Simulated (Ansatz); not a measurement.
## ZrN (Fm-3m): elasticity against pressure

```yaml
crystal:
  lattice:
    - [0.00000, 2.27631, 2.27631]
    - [2.27631, 0.00000, 2.27631]
    - [2.27631, 2.27631, 0.00000]
  atoms:
    - { symbol: Zr, position: [0.50000, 0.50000, 0.50000] }
    - { symbol: N, position: [0.00000, 0.00000, 0.00000] }
```

This is the zero-pressure cell. At each pressure cell and atoms are relaxed in this structure, and the constants are slopes of the stress at strains of ±0.005 with relaxed ions (the coefficients that govern stability under load). Level: PBEsol, PAW on Ansatz 0.2.0's default frozen-core files (fitted under PBE), scalar-relativistic; k mesh 18×18×18, strains of ±0.005, Fermi-Dirac smearing of 0.100 eV, cutoff 420 eV. P is the pressure of the relaxed cell, less that of this one.

```tsv
P (GPa)	V/V₀	C11 (GPa)	C12 (GPa)	C44 (GPa)
0.00	1.0000	578.6	114.1	124.3
0.98	?	?	?	?
1.96	0.9928	597.9	117.0	125.0
4.00	0.9857	617.9	120.0	125.8
7.00	0.9756	647.1	124.4	126.8
10.00	0.9660	675.8	128.7	127.7
15.00	0.9511	723.1	135.8	129.0
```

Question: Does the bulk modulus from the constants agree with the pressure-volume curve?

Answer: A third-order Birch-Murnaghan fit to the volumes shown (F against f, f = [(V₀/V)^(2/3) − 1]/2) gives B₀ = 268.9 GPa and B′ = 4.3. Its −V dP/dV stands beside (C11 + 2C12)/3:

```csv
P (GPa),from P(V),from the constants
0.00,268.9,268.9
1.96,277.2,277.3
4.00,285.9,286.0
7.00,298.5,298.6
10.00,310.9,311.1
15.00,331.5,331.6
```

Question: What are the pressure derivatives at zero pressure?

Answer: Slopes at V₀ of quadratic fits in −ln(V/V₀) through the first four rows shown, divided by B₀: dC11/dP = 9.9, dC12/dP = 1.5, dC44/dP = 0.4. The mean slopes up to 4.0 GPa are 9.8, 1.5, 0.4; curvature and scatter of the constants part the two. The combination (dC11/dP + 2 dC12/dP)/3 = 4.3 stands against B′.

Question: Fill the row at 0.98 GPa.

Answer: Cubic fits in −ln(V/V₀) through all rows shown give C11 = 588.3, C12 = 115.5, C44 = 124.7 GPa. Computed: V/V₀ = 0.9964, C11 (GPa) = 588.3, C12 (GPa) = 115.5, C44 (GPa) = 124.7.

Question: Does a shear stiffness soften?

Answer: C44 goes from 124.3 to 129.0 GPa; (C11 − C12)/2 goes from 232.2 to 293.7 GPa. Neither ends more than 3 % under its start, and the lattice stays mechanically stable over this range.

Limits of these numbers: no other phase was computed; many crystals of this kind change structure within this range, and rows or crossings beyond such a change describe a metastable lattice; frozen-core PAW files fitted under PBE, their cores solved anew for the functional of the run; responses of metals move with mesh and smearing; phonons weren't checked at these pressures.
